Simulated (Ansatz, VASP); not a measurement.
PbF2: VASP beside Ansatz

```xyz
3
Lattice="0.0000 3.0144 3.0589 3.0144 0.0000 3.0589 3.0144 3.0144 0.0000" Properties=species:S:1:pos:R:3 pbc="T T T"
Pb    0.0000    0.0000    0.0000
F     1.5072    1.5072    1.5295
F     4.5216    4.5216    4.5884
```

Change from the starting cell: strain +0.015 along x and y, +0.030 along z, atoms carried along.

Alike in both runs: task single point; functional r2SCAN; k mesh 8 × 8 × 8; occupations gaussian, width 0.05 eV; no spin polarisation.

|  | VASP | Ansatz |
| --- | --- | --- |
| version | VASP 6.6.1 | Ansatz 0.2.0 |
| potentials or method | VASP PAW PBE potentials, release 64 (Pb_d, F) | scalar-relativistic, plane waves, PAW |
| plane-wave cutoff (eV) | 520 | 500 |
| valence electrons in the cell | 28 | 28 |

```tsv
	VASP	Ansatz	Ansatz less VASP
gap on the k mesh at the Fermi level (eV)	4.91	4.91	+0.001
least direct gap on the mesh (eV)	5.06	5.06	0.000
pressure (GPa)	-4.6	-4.5	+0.13
largest component of the traceless stress (GPa)	0.55	0.55	0.000
```

With one functional, cell and mesh, what is left measures potentials, basis and numerics.

Caveats: the PAW data sets were made with another functional, which shifts forces and pressure a little (VASP); spin-orbit coupling is left out, which as a rule narrows the gap of such compounds by several tenths of an eV. A k mesh can miss the band edges.
